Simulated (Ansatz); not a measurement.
**Osmium, omega (AlB2-type) under RPBE: structure, energy and stiffness**

What does RPBE give for osmium in the omega (AlB2-type) structure? We relax it, solve it on a dense k-mesh, then scale the cell to 7 volumes from 88 to 112 % of the relaxed one and try a fit of the equation of state. Spin polarisation is left out. The k-meshes are 9×9×12 for the relaxation; 11×11×15 for the dense run; 10×10×13 for the volumes.

Computed with Ansatz 0.2.0 (DFT RPBE, plane waves (420 eV) with PAW, scalar-relativistic; the PAW data stem from PBE, with regenerated cores, unless a step says otherwise).

**1. The system as given**

It takes space group P6/mmm (No. 191, hexagonal). The conventional cell has a = 4.292 Å, b = 4.292 Å, c = 2.631 Å, α = 90.00°, β = 90.00°, γ = 120.00°. Os (site symmetry 6/mmm) has 14 Os at 2.63 to 2.81 Å as nearest neighbours. Around Os (site symmetry -6m2) lie 11 Os at 2.48 to 2.81 Å.

As a file:

```
Os
1.0
     4.29204    0.00000    0.00000
    -2.14602    3.71702    0.00000
     0.00000    0.00000    2.63102
Os
3
Direct
  0.00000 0.00000 0.00000
  0.33333 0.66667 0.50000
  0.66667 0.33333 0.50000
```

**2. Relaxing cell and atoms**

input.yaml

```yaml
crystal:
  lattice:
    - [4.2920416892, 0.0, 0.0]
    - [-2.1460208446, 3.717017137, 0.0]
    - [0.0, 0.0, 2.6310215555]
  atoms:
    - { symbol: Os, position: [0.0, 0.0, 0.0] }
    - { symbol: Os, position: [0.3333333333, 0.6666666667, 0.5] }
    - { symbol: Os, position: [0.6666666667, 0.3333333333, 0.5] }
hamiltonian:
  xc: rpbe
  pseudopotentials:
    kind: paw
    azcp:
      Os: "pseudopotentials/Os.paw.azcp"
basis:
  ecutwfc: 420
  fft_grid_basis: typed
kpoints:
  mp_grid: { grid: [9, 9, 12], shift: [0, 0, 0] }
magnetization:
  spin_polarized: false
scf:
  occupations: { method: fermi_dirac, width: 0.1 }
relax:
  max_steps: 60
  f_tol: 0.01
  cell: {}
```

Further steps of the session: Single point on a dense mesh; The cell scaled to 88 % of its volume; The cell scaled to 92 % of its volume; The cell scaled to 96 % of its volume; The cell scaled to 100 % of its volume; The cell scaled to 104 % of its volume; The cell scaled to 108 % of its volume; The cell scaled to 112 % of its volume.

Before running it: what results should come out? Wanted: space group; conventional cell; volume; shortest distance; gap on the mesh; relative to hcp; highest ELF outside the cores; V₀, B₀, B₀′.

As calculated:

```
                      quantity                                   value
space group (spins left aside)                        P6/mmm (No. 191)
             conventional cell  a = 4.338 Å, c = 2.732 Å (c/a = 0.630)
                        volume                          14.842 Å³/atom
             shortest distance                                 2.505 Å
               gap on the mesh            none (levels filled in part)
               relative to hcp                           +348 meV/atom
 highest ELF outside the cores      0.49, 1.25 Å from the nearest atom
                   V₀, B₀, B₀′            14.830 Å³/atom, 358 GPa, 4.8
```

From the guessed start the volume grew by 6.1 % in 8 steps. It lies 348 meV/atom above the element's reference form at the same level (hcp, from a run of its own). Levels at the Fermi energy are filled in part, as in a metal. The fitted modulus is 358 GPa, among the stiffest elements; letting shape and positions relax at each volume could only lower it. Relaxation kept the symmetry; phonons were not checked.
